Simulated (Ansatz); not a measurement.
This cell of BaSnO3 (cubic perovskite) is off equilibrium:

```yaml
crystal:
  lattice:
    - [4.30363, 0.00000, 0.00000]
    - [0.00000, 4.30363, 0.00000]
    - [0.00000, 0.00000, 3.95934]
  atoms:
    - { symbol: Ba, position: [0.00000, 0.00000, 0.00000] }
    - { symbol: Sn, position: [0.50000, 0.50000, 0.50000] }
    - { symbol: O, position: [0.00000, 0.50000, 0.50000] }
    - { symbol: O, position: [0.50000, 0.50000, 0.00000] }
    - { symbol: O, position: [0.50000, 0.00000, 0.50000] }
```

Level of theory: r2SCAN (plane waves to 500 eV, PAW, scalar-relativistic; Ansatz, an electronic-structure program). k mesh 8×8×8 (Γ-centred), Fermi-Dirac smearing 0.05 eV. The energy includes the smearing's −TS. Compression counts positive. BaSnO3 was relaxed with its symmetry unable to fall.

What is the stress tensor (GPa)?


```
   -9.6      0.0      0.0
    0.0     -9.6      0.0
    0.0      0.0      6.5
```
The pressure, a third of the trace, is -4.3 GPa.

It is the relaxed cell deformed to V/V₀ = 1.040, (c/a)/(c/a)₀ = 0.920, c along z, fractional positions held. What is its energy relative to the relaxed cell?

49.5 meV/atom.

(Under strain, the slope of the energy per volume gives the stress and its curvature an elastic modulus.)
